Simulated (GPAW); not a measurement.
# As (Pm-3m) in GPAW: notebook, part 2 of 2

GPAW 26.7.0.

**4. Single point, PBEsol**

The input, run.py:

```python
from ase import Atoms
from ase.dft.bandgap import bandgap
from ase.io import write
from ase.units import GPa
from gpaw import GPAW, PW, setup_paths

setup_paths.insert(0, '.')

atoms = Atoms(['As'],
              cell=[[2.7036817444, 0.0, 0.0],
                    [0.0, 2.7036817444, 0.0],
                    [0.0, 0.0, 2.7036817444]],
              scaled_positions=[[0.5, 0.5, 0.5]],
              pbc=True)

calc = GPAW(mode=PW(600),
            xc='PBEsol',
            kpts={'size': (10, 10, 10), 'gamma': True},
            occupations={'name': 'methfessel-paxton', 'order': 0, 'width': 0.02},
            nbands=9,
            convergence={'density': 1e-05, 'energy': 1e-05},
            maxiter=150,
            txt='gpaw.txt')
atoms.calc = calc
energy = atoms.get_potential_energy()
forces = atoms.get_forces()
stress = atoms.get_stress()
calc.write('gs.gpw')
write('result.traj', atoms)
print(f'Energy: {energy:.6f} eV')
print('Forces (eV/A):')
print(forces.round(4))
print('Stress (GPa):', (stress / GPa).round(3))
print('Fermi level:', round(calc.get_fermi_level(), 4), 'eV')
print(f'Gap: {bandgap(calc)[0]:.4f} eV, direct: {bandgap(calc, direct=True)[0]:.4f} eV')
```

Potentials or basis: PAW data sets generated in the run's folder for this functional, pw.

The run is started by

```bash
gpaw-setup -f PBEsol As
OMP_NUM_THREADS=1 python run.py
```

gpaw.txt:

```text
__  _  _
 | _ |_)|_||  |
 |__||  | ||/\| - 26.7.0

Input parameters:
  mode=PW(ecut=600.0),
  convergence={'density': 1e-05, 'energy': 1e-05},
  kpts=MonkhorstPack(size=(10, 10, 10), gamma=True),
  maxiter=150,
  nbands=9,
  occupations=Occupations(name='methfessel-paxton', order=0, width=0.02),
  xc=XC(name='PBEsol')

Diagonalizing LCAO Hamiltonian
Converting LCAO to pw mode
   .------.
  /|      |
 * |      |
 | .-As---.
 |/      /
 *------*

Atoms  # Å, Bohr magnetons
|   | symbol |        x |        y |        z |    initial magnetic moments |
|---|--------|----------|----------|----------|-----------------------------|
| 0 |     As | 1.351841 | 1.351841 | 1.351841 | ( 0.0000,  0.0000,  0.0000) |

Unit cell  # Å
| periodic |        x |        y |        z |  lengths |    angles |
|----------|----------|----------|----------|----------|-----------|
|      yes | 2.703682 | 0.000000 | 0.000000 | 2.703682 | 90.000000 |
|      yes | 0.000000 | 2.703682 | 0.000000 | 2.703682 | 90.000000 |
|      yes | 0.000000 | 0.000000 | 2.703682 | 2.703682 | 90.000000 |

Number of symmetries: 48
Symmetry operations  # r_c * U_cc + t_c -> r_c
|    | kind |            matrix            |
|----|------|------------------------------|
|  0 |  E   |  1, 0, 0,  0, 1, 0,  0, 0, 1 |
|  1 |  σ   |  1, 0, 0,  0, 1, 0,  0, 0,-1 |
|  2 |  σ   |  1, 0, 0,  0, 0, 1,  0, 1, 0 |
|  3 |  C4  |  1, 0, 0,  0, 0, 1,  0,-1, 0 |
|  4 |  C4  |  1, 0, 0,  0, 0,-1,  0, 1, 0 |
|  5 |  σ   |  1, 0, 0,  0, 0,-1,  0,-1, 0 |
|  6 |  σ   |  1, 0, 0,  0,-1, 0,  0, 0, 1 |
|  7 |  C2  |  1, 0, 0,  0,-1, 0,  0, 0,-1 |
|  8 |  σ   |  0, 1, 0,  1, 0, 0,  0, 0, 1 |
|  9 |  C2  |  0, 1, 0,  1, 0, 0,  0, 0,-1 |
| 10 |  C3  |  0, 1, 0,  0, 0, 1,  1, 0, 0 |
| 11 |  S6  |  0, 1, 0,  0, 0, 1, -1, 0, 0 |
| 12 |  S6  |  0, 1, 0,  0, 0,-1,  1, 0, 0 |
| 13 |  C3  |  0, 1, 0,  0, 0,-1, -1, 0, 0 |
| 14 |  C4  |  0, 1, 0, -1, 0, 0,  0, 0, 1 |
| 15 |  S4  |  0, 1, 0, -1, 0, 0,  0, 0,-1 |
| 16 |  C3  |  0, 0, 1,  1, 0, 0,  0, 1, 0 |
| 17 |  S6  |  0, 0, 1,  1, 0, 0,  0,-1, 0 |
| 18 |  σ   |  0, 0, 1,  0, 1, 0,  1, 0, 0 |
| 19 |  C4  |  0, 0, 1,  0, 1, 0, -1, 0, 0 |
| 20 |  C2  |  0, 0, 1,  0,-1, 0,  1, 0, 0 |
| 21 |  S4  |  0, 0, 1,  0,-1, 0, -1, 0, 0 |
| 22 |  S6  |  0, 0, 1, -1, 0, 0,  0, 1, 0 |
| 23 |  C3  |  0, 0, 1, -1, 0, 0,  0,-1, 0 |
| 24 |  S6  |  0, 0,-1,  1, 0, 0,  0, 1, 0 |
| 25 |  C3  |  0, 0,-1,  1, 0, 0,  0,-1, 0 |
| 26 |  C4  |  0, 0,-1,  0, 1, 0,  1, 0, 0 |
| 27 |  σ   |  0, 0,-1,  0, 1, 0, -1, 0, 0 |
| 28 |  S4  |  0, 0,-1,  0,-1, 0,  1, 0, 0 |
| 29 |  C2  |  0, 0,-1,  0,-1, 0, -1, 0, 0 |
| 30 |  C3  |  0, 0,-1, -1, 0, 0,  0, 1, 0 |
| 31 |  S6  |  0, 0,-1, -1, 0, 0,  0,-1, 0 |
| 32 |  C4  |  0,-1, 0,  1, 0, 0,  0, 0, 1 |
| 33 |  S4  |  0,-1, 0,  1, 0, 0,  0, 0,-1 |
[... 74 lines left out ...]
      core: 2.96  # [Å]
    projectors
    | kind |    occ | energy [eV] | rcut [Å] |
    |------|--------|-------------|----------|
    |   4s |  2.000 |     -14.495 |    1.058 |
    |   4p |  3.000 |      -5.197 |    1.058 |
    |    s |        |      12.716 |    1.058 |
    |    p |        |      22.014 |    1.058 |
    |    d |        |       0.000 |    1.058 |

    Using partial waves for As as LCAO basis

Reference energy: -61459.443079  # eV

eigensolver:
  PPCG
  Converge bands: occupied
  niter=2

density mixing:
  MSR1-Mixer
  Pratt-step length: 0.05
  Maximum mixing coefficient: 0.75
  Old densities: 10
  SVD Regularization: 0.005
  Good broyden scale: 1.0
  Trust region scale: 1.0
  Backstep threshold: 4.0
  History deletion threshold: 6.0
  Fourier metric: weight=20.0, sigma=0.015

occupation numbers:
  Methfessel-Paxton:
    width: 0.0200  # eV
    order: 0

poisson solver:
  ecut: 4800.0  # eV

xc functional:
  name: PBEsol with 2 nearest neighbor stencil

convergence criteria:
- Maximum integral of absolute [dens]ity change: 1e-05 electrons / valence electron
- Maximum [total energy] change in last 3 cyles: 1e-05 eV / valence electron
- Maximum integral of absolute [eigenst]ate change: 4e-08 eV^2 / valence electron
maximum number of iterations: 150

SCF iterations
|iter     | |      energy | eigst |  dens |
|---------|-|-------------|-------|-------|
|iter:   1| |   -5.038832 | -0.77 |       |
|iter:   2| |   -5.039444 | -3.26 | -1.32 |
|iter:   3| |   -5.039211 | -4.27 | -1.34 |
|iter:   4| |   -5.039160 | -4.89 | -1.87 |
|iter:   5| |   -5.039150 | -6.04 | -2.98 |
|iter:   6| |   -5.039151c| -8.42c| -3.86 |
|iter:   7| |   -5.039151c| -7.49c| -4.26 |
|iter:   8| |   -5.039151c| -9.06c| -5.78c|

Converged in 8 steps
Energy contributions relative to reference atoms: (reference = -61459.443079)

Energy contributions:
  Kinetic:           7.007565
  Coulomb:          -6.666038
  Zero:             -0.010393
  External:          0.000000
  Xc:               -5.370250
  Entropy:          -0.000069
  Spinorbit:         0.000000
  ----------------------------
  Free energy:      -5.039185
  Extrapolated:     -5.039151

dipole moment: (-0.000003, -0.000003, -0.000003)  # |e|*Ang

Fermi level: 7.436
Eigenvalues  # (at kpt = [0.000, 0.000, 0.000])
| band index |      eig [eV] | occ [0-2] |
|------------|---------------|-----------|
|          0 |        -7.501 |     2.000 |
|          1 |        11.648 |     0.000 |
|          2 |        11.648 |     0.000 |
|          3 |        11.648 |     0.000 |
|          4 |        16.069 |     0.000 |
|          5 |        16.069 |     0.000 |
|          6 |        17.897 |     0.000 |
|          7 |        33.063 |     0.000 |
|          8 |        34.575 |     0.000 |

No gap
No difference between direct/indirect transitions

Forces  # eV/Ang
|        x |        y |        z |
|----------|----------|----------|
| -0.00000 | -0.00000 | -0.00000 |  # As   0

Stress tensor  # eV/Ang^3
|        x |        y |        z |
|----------|----------|----------|
| 0.008720 | 0.000000 | 0.000000 |
| 0.000000 | 0.008720 | 0.000000 |
| 0.000000 | 0.000000 | 0.008720 |

# Writing to gs.gpw (mode='')
```

stdout:

```text
Energy: -5.039151 eV
Forces (eV/A):
[[-0. -0. -0.]]
Stress (GPa): [1.397 1.397 1.397 0.    0.    0.   ]
Fermi level: 7.4356 eV
Gap: 0.0000 eV, direct: 0.0000 eV
```

Run time: 7.4 s. Hardware: 1 thread of Arm Neoverse V1, shared host; peak memory 0.13 GiB.

Results:

```
Free energy            : -5.0392 eV
Pressure               : -1.4 GPa
Band gap on the k mesh : none (metal or under the smearing width)
```

**5. Single point, PBEsol (cell strained at random at fixed volume)**

The input, run.py:

```python
from ase.dft.bandgap import bandgap
from ase.io import read, write
from ase.units import Bohr, GPa
from gpaw import GPAW, PW, setup_paths
from gpaw.elf import elf_from_dft_calculation

setup_paths.insert(0, '.')

atoms = read('As.xyz')

calc = GPAW(mode=PW(600),
            xc='PBEsol',
            kpts={'size': (10, 10, 10), 'gamma': True},
            occupations={'name': 'fermi-dirac', 'width': 0.1},
            nbands=9,
            convergence={'density': 1e-05, 'energy': 1e-05},
            maxiter=150,
            txt='gpaw.txt')
atoms.calc = calc
energy = atoms.get_potential_energy()
forces = atoms.get_forces()
stress = atoms.get_stress()
calc.write('gs.gpw')
write('result.traj', atoms)
print(f'Energy: {energy:.6f} eV')
print('Forces (eV/A):')
print(forces.round(4))
print('Stress (GPa):', (stress / GPa).round(3))
print('Fermi level:', round(calc.get_fermi_level(), 4), 'eV')
print(f'Gap: {bandgap(calc)[0]:.4f} eV, direct: {bandgap(calc, direct=True)[0]:.4f} eV')

# fields on the real-space grid
write('density.cube', atoms, data=calc.get_pseudo_density() * Bohr**3)
write('potential.cube', atoms, data=calc.get_electrostatic_potential())
write('elf.cube', atoms, data=elf_from_dft_calculation(calc).data)
```

The input, As.xyz:

```xyz
1
Lattice="2.7420250000 0.0115310000 0.0148770000 0.0115310000 2.6977680000 -0.0380520000 0.0148770000 -0.0380520000 2.6723850000" Properties=species:S:1:pos:R:3 pbc="T T T"
As     1.3809530926      1.3139241407      1.2726072220
```

The run is started by

```bash
gpaw-setup -f PBEsol As
OMP_NUM_THREADS=1 python run.py
```

It took 36 s on 1 thread of Arm Neoverse V1, shared host; peak memory 0.22 GiB.

It converged, with:

- Free energy: -5.0383 eV
- Pressure: -1.4 GPa
- Band gap on the k mesh: none (metal or under the smearing width)

Stress tensor (GPa, compression positive):
```
-4.16 -0.19 -0.33
-0.19 -0.77  1.03
-0.33  1.03  0.80
```

Levels at points of the mesh, in eV from the Fermi level:
| k point | band 1 | band 2 | band 3 | band 4 | band 5 |
| --- | --- | --- | --- | --- | --- |
| (0.00, 0.00, 0.00) | -14.92 | 3.75 | 4.29 | 4.67 | 8.42 |
| (0.00, 0.00, 0.50) | -11.58 | -6.92 | 6.19 | 6.71 | 11.40 |
| (0.00, 0.50, 0.00) | -11.73 | -6.90 | 6.08 | 6.93 | 11.37 |
| (0.00, 0.50, 0.50) | -8.25 | -4.37 | -3.91 | 2.55 | 8.37 |
| (0.50, 0.00, 0.00) | -11.99 | -6.86 | 6.42 | 6.79 | 11.41 |
| (0.50, 0.00, 0.50) | -8.52 | -4.43 | -3.97 | 2.49 | 8.70 |
| (0.50, 0.50, 0.00) | -8.68 | -4.38 | -4.09 | 2.46 | 8.91 |
| (0.50, 0.50, 0.50) | -4.86 | -2.08 | -1.68 | -1.44 | 5.83 |

**6. Summary**

```tsv
level	potentials or basis	cell	smearing	gap on the mesh (eV)	pressure (GPa)
RPBE	the program's PAW data sets (release 1.2.1) made for this functional, pw	as given	gaussian 0.05 eV	none	3.9
RPBE	the program's PAW data sets (release 1.2.1) made for this functional, pw	as given	gaussian 0.1 eV	none	3.9
PBEsol	PAW data sets generated in the run's folder for this functional, pw	as given	gaussian 0.02 eV	none	-1.4
PBEsol	PAW data sets generated in the run's folder for this functional, pw	cell strained at random at fixed volume	fermi-dirac 0.1 eV	none	-1.4
```

Alike in all rows: task single point; no spin polarisation; k mesh 10 × 10 × 10; cutoff (eV) 600.

Total energies depend on the potentials used, so only differences within one code and one set of settings carry meaning.
